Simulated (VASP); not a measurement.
A run of VASP 6.6.1:

Contents of POSCAR:

```
SiC
1.0
    2.6201228660      0.0000000000      0.0000000000
    0.0000000000      2.6201228660      0.0000000000
    0.0000000000      0.0000000000      2.6201228660
Si C
1 1
Direct
    0.0000000000      0.0000000000      0.0000000000
    0.5000000000      0.5000000000      0.5000000000
```

File INCAR.step1:

```
SYSTEM = SiC
PREC = Accurate
ENCUT = 520
ISMEAR = -1
SIGMA = 0.02
LREAL = .False.
LASPH = .True.
NELM = 60
NBANDS = 11
GGA = PE
ALGO = Normal
EDIFF = 1E-4
LWAVE = .True.
LCHARG = .False.
```

File INCAR.step2:

```
SYSTEM = SiC
PREC = Accurate
ENCUT = 520
EDIFF = 1E-6
ISMEAR = -1
SIGMA = 0.02
LREAL = .False.
LASPH = .True.
NELM = 60
ALGO = Normal
ISIF = 2
LWAVE = .False.
LCHARG = .False.
METAGGA = R2SCAN
LMIXTAU = .True.
NBANDS = 11
ISTART = 1
```

Contents of KPOINTS:

```
regular mesh
0
Gamma
  6 6 6
  0 0 0
```

Potentials or basis: VASP PAW PBE potentials, release 64 (Si, C).

Run with:

```console
$ cat potpaw_PBE.64/Si/POTCAR potpaw_PBE.64/C/POTCAR > POTCAR
$ cp INCAR.step1 INCAR
$ mpirun -np 1 vasp_std > vasp.out
$ cp INCAR.step2 INCAR
$ mpirun -np 1 vasp_std > vasp.out
```

Hardware: 1 thread of Intel(R) Xeon(R) Platinum 8559C (Emerald Rapids) (shared host).

Question: How long does it take, and how much memory?

Answer: It took 12 s on 1 thread of Intel(R) Xeon(R) Platinum 8559C (Emerald Rapids), on a shared host, peak memory 0.11 GiB. Counts: scf iterations 9, k points 20.
